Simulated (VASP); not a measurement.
Input of a VASP 6.6.1 run:

Contents of INCAR:

```
  AGGAC = 0.0
  ALGO = Normal
  EDIFF = 1E-6
  EDIFFG = -0.01
  ENCUT = 520
  GGA = BO
  IBRION = 2
  ISIF = 2
  ISMEAR = 0
  KPAR = 2
  LASPH = True
  LCHARG = False
  LREAL = False
  LUSE_VDW = True
  LWAVE = False
  NELM = 80
  NSW = 40
  PARAM1 = 0.1833333333
  PARAM2 = 0.22
  PREC = Accurate
  SIGMA = 0.05
```

File KPOINTS:

```
k-points
0
Gamma
  10 10 6
```

The input POSCAR:

```
SnS2
1.0
    3.6390000000      0.0000000000      0.0000000000
   -1.8195000000      3.1514664400      0.0000000000
    0.0000000000      0.0000000000      5.5746000000
Sn S
1 2
Direct
    0.0000000000      0.0000000000      0.0000000000
    0.3333333300      0.6666666700      0.2631578900
    0.6666666700      0.3333333300      0.7368421100
```

Potentials or basis: VASP PAW PBE potentials, release 64 (Sn_d, S).

Run with:

```sh
$ cat potpaw_PBE.64/Sn_d/POTCAR potpaw_PBE.64/S/POTCAR > POTCAR
$ mpirun -np 2 vasp_std > vasp.out
```

Task: Estimate the energy gained by relaxing.

Result: 2.3 meV/atom.

Task: Predict the band gap on the k mesh.

Result: 0.95 eV, indirect (least direct gap 1.50 eV).

Forces on the atoms (eV/Å):
```
Sn   0.000  0.000  0.000
S    0.000  0.000  0.003
S    0.000  0.000 -0.003
```

Caveat: the PAW data sets were made with another functional, which shifts forces and pressure a little; spin-orbit coupling is left out, which moves the levels of the heavy elements. A k mesh can miss the band edges.
